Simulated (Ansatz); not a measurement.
LiI (rock salt, Fm-3m), a = 5.902 Å, b = 5.902 Å, c = 5.902 Å, α = 90.00°, β = 90.00°, γ = 90.00°; the cell used has 2 atoms.

Relaxed with PBEsol.

Problem. Give the optical modes at the zone centre with their infrared activity from DFPT, plane-wave PAW PBEsol (Ansatz code).

Solution. Transverse frequencies, without the LO–TO term; a row sums one degenerate level.

```
ω (cm⁻¹)  degeneracy  IR ((D/Å)²/amu)  activity  symmetry
--------  ----------  ---------------  --------  --------
158                3            17.68        IR       T1u
```

Problem. How high does the top mode go among those that the LO–TO term moves?

Solution. 285 cm⁻¹ for q along x.

The cell was relaxed with PBEsol under the symmetry of its start; of distortions, only those at the zone centre were tested. Scalar-relativistic: spin–orbit coupling is off unless named, which matters more the heavier the elements.

Potentials: the later of the program's two PAW sets.
